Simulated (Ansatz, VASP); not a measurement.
## Yb: VASP beside Ansatz

```xyz
1
Lattice="0.0000 2.6118 2.6118 2.6118 0.0000 2.6118 2.6118 2.6118 0.0000" Properties=species:S:1:pos:R:3 pbc="T T T"
Yb    0.0000    0.0000    0.0000
```

Alike in both runs: task single point; functional PBE; k mesh 14 × 14 × 14; occupations gaussian, width 0.15 eV; no spin polarisation.

|  | VASP | Ansatz |
| --- | --- | --- |
| version | VASP 6.6.1 | Ansatz 0.2.0 |
| potentials or method | VASP PAW PBE potentials, release 64 (Yb) | scalar-relativistic, plane waves, PAW |
| plane-wave cutoff (eV) | 520 | 420 |
| valence electrons in the cell | 24 | 24 |

Ansatz gave:

| Quantity | Value |
| --- | --- |
| gap on the k mesh at the Fermi level (eV) | 0.03 |
| least direct gap on the mesh (eV) | 0.12 |
| pressure (GPa) | 0.0 |

Problem. Which values does VASP return?

Solution. gap on the k mesh at the Fermi level (eV): 0.02; least direct gap on the mesh (eV): 0.12; pressure (GPa): 0.9.

Caveats: spin-orbit coupling is left out, which moves the levels of the heavy elements. A k mesh can miss the band edges. Spin polarisation is off, so any magnetic state and its effect on volume and gap are missing.
